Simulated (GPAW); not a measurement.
Wanted: an ASE script for a GPAW 26.7.0 run.

```yaml
Task: single point
Functional: PBE
Potentials_or_basis: GPAW PAW data sets (gpaw-data 1.2.1)
Cutoff: 600 eV
Basis: pw
k_mesh: 10 × 10 × 3
Occupations: fermi-dirac, width 0.05 eV
Spin: no spin polarisation
Maxiter: 150
```

The structure of WS2 (Tungstenite) lies in WS2.xyz:

```xyz
6
Lattice="3.1800000000 0.0000000000 0.0000000000 -1.5900000000 2.7539607840 0.0000000000 0.0000000000 0.0000000000 12.5000000000" Properties=species:S:1:pos:R:3 pbc="T T T"
W      1.6038234600      0.9146785031      9.3563875000
W      0.0428330100      1.8619886876      3.1019875000
S      1.5458775000      0.9056289880      4.6320500000
S     -0.0015836400      1.8334824395     10.8724500000
S      1.6324371000      0.9377126311      1.5269375000
S      0.0472039200      1.8610826345      7.8302625000
```

The cell isn't the ideal one: atoms moved at random, drawn with an rms of 0.05 Å.

The input as run:

run.py

```python
from ase.dft.bandgap import bandgap
from ase.io import read, write
from ase.units import GPa
from gpaw import GPAW, PW

atoms = read('WS2.xyz')

calc = GPAW(mode=PW(600),
            xc='PBE',
            kpts={'size': (10, 10, 3), 'gamma': True},
            occupations={'name': 'fermi-dirac', 'width': 0.05},
            nbands=46,
            convergence={'density': 1e-05, 'energy': 1e-05},
            maxiter=150,
            txt='gpaw.txt')
atoms.calc = calc
energy = atoms.get_potential_energy()
forces = atoms.get_forces()
stress = atoms.get_stress()
calc.write('gs.gpw')
write('result.traj', atoms)
print(f'Energy: {energy:.6f} eV')
print('Forces (eV/A):')
print(forces.round(4))
print('Stress (GPa):', (stress / GPa).round(3))
print('Fermi level:', round(calc.get_fermi_level(), 4), 'eV')
print(f'Gap: {bandgap(calc)[0]:.4f} eV, direct: {bandgap(calc, direct=True)[0]:.4f} eV')
```

Potentials or basis: GPAW PAW data sets (gpaw-data 1.2.1), pw.

The run is started by

```bash
$ OMP_NUM_THREADS=1 python run.py
```

Results of the run:

```yaml
Pressure: 5.3 GPa
Largest_force: 1.371 eV/Å
Band_gap_on_the_k_mesh: 1.11 eV, indirect (least direct gap 1.89 eV)
```

Caveat: spin-orbit coupling is left out, which moves the levels of the heavy elements; an odd mesh through Γ misses points on the zone boundary, where band edges often lie.

It took 10 min on 1 thread of Arm Neoverse V1, with other jobs on the host, peak memory 0.72 GiB.
